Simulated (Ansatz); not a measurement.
Runs of Ansatz 0.2.0 on NbAs. Symmetry: I4_1md, No. 109, tetragonal system. Conventional cell: a = 3.452 Å, b = 3.452 Å, c = 11.680 Å, α = 90.00°, β = 90.00°, γ = 90.00°. Nb (site symmetry 2mm) has 6 As at 2.60 to 2.63 Å as nearest neighbours. As (site symmetry 2mm) is surrounded by 6 Nb at 2.60 to 2.63 Å. 

```csv
task,level,k mesh,cutoff (eV),smearing,basis error allowed,mesh quality,gap on the mesh (eV),pressure (GPa),V0 of scaled cells (Å³/atom),B0 (GPa),largest force (eV/Å)
equation of state,PBEsol,11 × 11 × 11,-,fermi-dirac 0.05 eV,0.002 eV/atom,not flagged,-,-,17.16,179,-
band structure,LDA,11 × 11 × 11,246,fermi-dirac 0.05 eV,0.002 eV/atom,not flagged,-,-5.5,-,-,(a)
band structure,PBE,11 × 11 × 11,247,fermi-dirac 0.05 eV,0.002 eV/atom,not flagged,-,3.3,-,-,0.30
single point,PBE,11 × 11 × 11,267,fermi-dirac 0.05 eV,0.001 eV/atom,not flagged,none,3.3,-,-,0.30
equation of state,PBEsol,11 × 11 × 11,-,fermi-dirac 0.05 eV,0.001 eV/atom,not flagged,-,-,17.16,179,-
single point,PBEsol,7 × 7 × 7,247,fermi-dirac 0.03 eV,0.002 eV/atom,coarse,none,-2.3,-,-,0.30
phonons,PBEsol,11 × 11 × 11,265,fermi-dirac 0.05 eV,0.002 eV/atom,not flagged,none,-,-,-,0.29
band structure,PBEsol,11 × 11 × 11,247,fermi-dirac 0.05 eV,0.002 eV/atom,not flagged,-,-2.3,-,-,0.29
```

Alike in all rows: potentials or basis all-electron LAPW, scalar-relativistic; no spin polarisation; cell as given.

Question: Fill in the values left out.

Answer: (a) 0.27.

Caveats: some runs use coarse meshes; the cell was scaled at fixed shape and fractional positions, which overstates the stiffness of a crystal with free parameters, most of all of layers and chains (some runs); the k mesh is thin for a metal, which can move the energy by tens of meV per atom (some runs); a metal's response needs a denser mesh (some runs).

A k mesh can miss the band edges, and the runs leave out spin-orbit coupling on As, Nb.

A gap of «none» marks a metal or a gap under the smearing width.

Not every run made on this cell is shown here.
